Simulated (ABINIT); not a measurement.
# Ni in ABINIT: convergence with nband

Input of the first run (nband 10); the others differ in this setting and in those tied to it:

run.abi

```
# Pseudopotentials
pp_dirpath "./"
pseudos "28_Ni_18_1.7_2.2_pbe_n_v1.0.psp8"

# Structure
acell 3*1.0 Angstrom
rprim
     0.0000000000     1.7375729330     1.7375729330
     1.7375729330     0.0000000000     1.7375729330
     1.7375729330     1.7375729330     0.0000000000
ntypat 1
znucl 28
natom 1
typat 1
xred
     0.0000000000     0.0000000000     0.0000000000

# Plane-wave basis
ecut 35.0

# k points
kptopt 1
ngkpt 13 13 13
nshiftk 1
shiftk 0.0 0.0 0.0

# Exchange and correlation
ixc 11

# Bands and occupations
nband 10
occopt 7
tsmear 0.05 eV

# Spin
nsppol 2
spinat
     0.0000000000     0.0000000000     1.0000000000

# SCF cycle
nstep 100
tolvrs 1.0e-10

# Output
iomode 3
prtwf 0
prtden 0
prteig 0
prtebands 0
enunit 1
```

Potentials or basis: SPMS NC PBE v1.0.

Run with:

```sh
$ abinit run.abi > log 2>&1
```

Hardware: 1 thread of Arm Neoverse V2 (shared host).

| nband | energy less the tightest run, at zero smearing (meV/atom) | SCF cycles | CPU time (s) | peak memory (GiB) |
| --- | --- | --- | --- | --- |
| 10 | 0.00 | 12 | 32 | 0.07 |
| 11 | 0.00 | 11 | 33 | 0.07 |
| 12 | 0.00 | 10 | 33 | 0.07 |
| 14 | 0.00 | 10 | 39 | 0.08 |
| 18 | 0.00 | 10 | 51 | 0.09 |
| 24 | 0.00 | 10 | 69 | 0.09 |

Against the tightest run, the energy stays within 1 meV/atom from 10 on. The tightest run that finished is the yardstick and may itself not be fully converged.
